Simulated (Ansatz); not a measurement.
# How strongly the parts of twisted graphene double bilayer, 38.21° (56 atoms) bind: runs compared

Aim: the interaction energy between the two parts of twisted graphene double bilayer, 38.21° (56 atoms) and its distance dependence.

Computed with Ansatz 0.2.0: Kohn-Sham DFT, PBE+D4, PAW (set soft_2), plane waves.

### 1. The cell as built

The cell holds 56 atoms: 56 C. Cell: a = 6.508 Å, b = 6.509 Å, c = 24.180 Å, α = 90.0°, β = 90.0°, γ = 120.0°. It derives from C (graphene). Graphene (a = 2.46 Å) under graphene (a = 2.46 Å), double bilayer, commensurate cell of 7 unit cells a layer, twist 38.21 deg; facing planes 3.33, 3.52, 3.33 Å apart as built; 14 Å of vacuum; minimised with a classical potential. Regions: layer 1, 14 atoms (14 C); layer 2, 14 atoms (14 C); layer 3, 14 atoms (14 C); layer 4, 14 atoms (14 C). Vacuum lies along c.

What the set-up can't give: The cell is under 6 Å thick along two periodic directions, so every atom has periodic images of itself close by, which move with it and show among its neighbours and in g(r).

### 2. The reference run

The reference is a single point at the end of the relaxation.

The parts (lower: layer 1, layer 2 and layer 3 and upper: layer 4) keep their atoms where they stand in it, and shifted cells move the upper part rigidly.

Its input, with most atom lines left out:

```yaml
crystal:
  lattice:
    - [6.5085, 0.0, 0.0]
    - [-3.25425, 5.63653, 0.0]
    - [0.0, 0.0, 24.18]
  atoms:
    - { symbol: C, position: [0.19048, 0.2381, 0.29298] }
    - { symbol: C, position: [0.2381, 0.04762, 0.29311] }
    - { symbol: C, position: [0.33333, 0.66667, 0.29298] }
    - { symbol: C, position: [0.38095, 0.47619, 0.2931] }
    - { symbol: C, position: [0.47619, 0.09524, 0.29298] }
    - { symbol: C, position: [0.52381, 0.90476, 0.2931] }
    - { symbol: C, position: [0.61905, 0.52381, 0.29298] }
    [... atom lines 8 to 56 left out ...]
kpoints:
  mp_grid: { grid: [3, 3, 1] }
hamiltonian:
  xc: pbe
  dispersion: d4
scf:
  occupations: { method: gaussian, width: 0.05 }
output:
  forces: true
  populations: true
  dos:
    method: { smearing: { sigma: 0.15 } }
    de: 0.1
    projected:
      site_lists:
        C: [C]
        layer_1: [0, 1, 2, 3, 4, 5, 6, 7, 8, 9, 10, 11, 12, 13]
        layer_2: [14, 15, 16, 17, 18, 19, 20, 21, 22, 23, 24, 25, 26, 27]
        layer_3: [28, 29, 30, 31, 32, 33, 34, 35, 36, 37, 38, 39, 40, 41]
        layer_4: [42, 43, 44, 45, 46, 47, 48, 49, 50, 51, 52, 53, 54, 55]
  eigenvalues: true
  write_density: true
  write_potential: true
  volumetric_format: npy
```

- free energy per atom: -251.0812 eV/atom
- r.m.s. force component: 0.01376 eV/Å

No gap is quoted, since levels at the Fermi energy are partly filled.

### 3. The runs

Each row is one run, on 4 threads of Arm Neoverse V2, shared host. The free energy is the program's total, comparable only between runs with the same functional, potentials and atoms, or as a whole against its parts.

```csv
run,atoms,outcome,"ionic steps, all passes",free energy (eV),time,host memory (GiB)
Single point at the start,56,converged,-,-14060.521,19 s,2.7
Relaxation,56,converged,3,-14060.548,62 s,2.8
Single point at the relaxed geometry,56,converged,-,-14060.548,43 s,2.9
The lower part alone,42,converged,-,-10545.144,15 s,1.6
The upper part alone,14,converged,-,-3514.525,3.2 s,1.0
Upper part moved by +0.3 Å,56,converged,-,-14060.449,46 s,2.9
Upper part moved by -0.3 Å,56,converged,-,-14060.356,32 s,2.7
Upper part moved by +0.8 Å,56,converged,-,-14060.172,52 s,2.9
Upper part moved by +1.6 Å,56,converged,-,-14059.881,44 s,2.8
Upper part moved by +3 Å,56,converged,-,-14059.715,39 s,2.8
```

In some runs the program notes that the atoms just miss a symmetry operation, the exchange-correlation potential is rough where the density is thin and positions were snapped to a detected symmetry.

### 4. Interaction energy

Whole cell less its two parts, each frozen at the geometry of the whole and solved in the same cell with the same functional, so that energy zeros cancel. The upper part is 'layer 4' and the lower part 'layer 1, layer 2 and layer 3', so the cut is under the top layer, which needn't be the twisted interface. The nearest atoms of the two parts stand 3.28 Å apart. The face is 36.69 Å².

```csv
functional,interaction energy (eV),"of it, the added dispersion term (eV)",per area (meV/Å²),per area (J/m²),per atom of the upper part (meV)
PBE+D4,-0.879,-1.013,-24.0,-0.38,-62.8
```

### 5. Energy against separation

The upper part is moved rigidly along the normal from its place in the reference.

```csv
shift (Å),energy change (eV),per area (meV/Å²),share of the binding lost (%)
-0.3,0.192,5.23,-
+0.0,0.000,0.00,-
+0.3,0.099,2.69,11
+0.8,0.375,10.23,43
+1.6,0.667,18.18,76
+3.0,0.833,22.70,95
```

### 6. Levels of whole and parts

```
      cell  level spacing (eV)  vacuum level at the upper face, over the highest filled level, or over E_F where no gap is given (eV)  moment (μB)
     whole                   -                                                                                                   4.26      no spin
lower part                   -                                                                                                   4.27      no spin
upper part                   -                                                                                                   4.22      no spin
```

A dash marks a cell without a clear gap, or without a flat potential in the vacuum.

### 7. What came out

The parts bind with 24.0 meV/Å² (0.879 eV for the cell) at the level PBE+D4, the size of van der Waals binding between sheets. The added dispersion term contributes -1.013 eV, the functional itself 0.135 eV. The curvature over ±0.3 Å is 1.4×10²⁰ N/m³, and the energy rises faster on the near side. At +3.0 Å, 95 % of the binding is lost; the shift also narrows the vacuum to the periodic image.

Caveats: The k-mesh is coarse for these cells; its error cancels only in part between whole and parts. The parts are frozen, so the energy of their deformation isn't counted. No correction is made for dipoles across the vacuum, and the parts also feel their periodic images through it.

The DFT runs together took 5.9 min of wall time.

[Logs are printed without paths, hosts, clocks, repeated set-up lines and the standing remarks that a program may print on its own settings, such as how far it seeks lower states.]

[Hosts, paths, dates, database ids (printed as entryN), source tags and the programs' standing remarks are cut or masked in the printed files.]
